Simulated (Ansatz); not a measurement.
BAs, 2 atoms in the cell. Symmetry: F-43m, No. 216, cubic system. The conventional cell has a = 4.777 Å, b = 4.777 Å, c = 4.777 Å, α = 90.00°, β = 90.00°, γ = 90.00°. As (site symmetry -43m) is surrounded by 4 B at 2.07 Å. B (site symmetry -43m) has 4 As at 2.07 Å as nearest neighbours. 

```yaml
Program: Ansatz 0.2.0
Task: Born charges and dielectric tensor
Functional: LDA
Potentials_or_basis: all-electron PAW datasets made for the crystal
Cutoff: 290 eV (chosen from the basis error)
k_mesh: 10 × 10 × 10
Occupations: fixed
Spin: no spin polarisation
```

Potentials or basis: all-electron PAW datasets made for the crystal.

Launch:

```sh
$ ansatz run input.yaml --threads 1 --pin off --max-ram 3072MiB --backend cpu --events-out ev --progress --plain --runs-dir out
```

Hardware: 1 thread of Arm Neoverse V2 (shared host).

Q: Estimate the wall time of this run.

A: Run time: 48 s on 1 thread of Arm Neoverse V2, on a shared host, peak memory 1 GiB. Counts: scf iterations 9, plane waves 307, k points 171, bands 8.
